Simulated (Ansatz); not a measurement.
BaTe: moving Te off its site

BaTe, Fm-3m, a = 6.943 Å. Ansatz: PBEsol, PAW, 420 eV, Γ-centred 8×8×8 mesh on 2 atoms, Gaussian smearing 0.05 eV; no spin polarisation.

```yaml
crystal:
  lattice:
    - [0.00000, 3.47140, 3.47140]
    - [3.47140, 0.00000, 3.47140]
    - [3.47140, 3.47140, 0.00000]
  atoms:
    - { symbol: Ba, position: [0.00000, 0.00000, 0.00000] }
    - { symbol: Te, position: [0.50000, 0.50000, 0.50000] }
```

Atom 2 (Te) moves by x along the unit vector (0.577, 0.577, 0.577), with its periodic images; all else is held. y is the free energy of the cell over the start, F the force along the path summed over the moved atoms. Symmetry makes y even in x.

```
  x (Å) y (meV) F (eV/Å)
-0.5000    280.3      1.13
-0.2500     69.4      0.56
 0.0000      0.0      0.00
 0.0625      4.3     -0.14
 0.1250     17.3     -0.28
 0.1875     38.9     -0.42
 0.3125    108.7     -0.70
 0.3750    157.0     -0.84
 0.4375        ?         ?
```

Fit y = c2 x² + c4 x⁴ to the energies of the other rows, give the force constant, and predict energy and force of the missing row.

Least squares on the rows shown. y = 1108.1 x² + 53.055 x⁴. The force constant is 2 c2 = 2.22 eV/Å² (for all images moving together, not for a lone atom). With two atoms in a cubic cell this is the optical mode at Γ without the LO field: ω = 521.5 √(2 c2/μ) = 95 cm⁻¹ for μ = 66.14 u. The force −dy/dx at the missing row is -0.99 eV/Å (computed -0.99). At x = 0.4375 the fit asked for gives 214.0 meV. The run gave 214.2 meV, so the fit is 0.2 meV too low, a small miss on the scale of the series.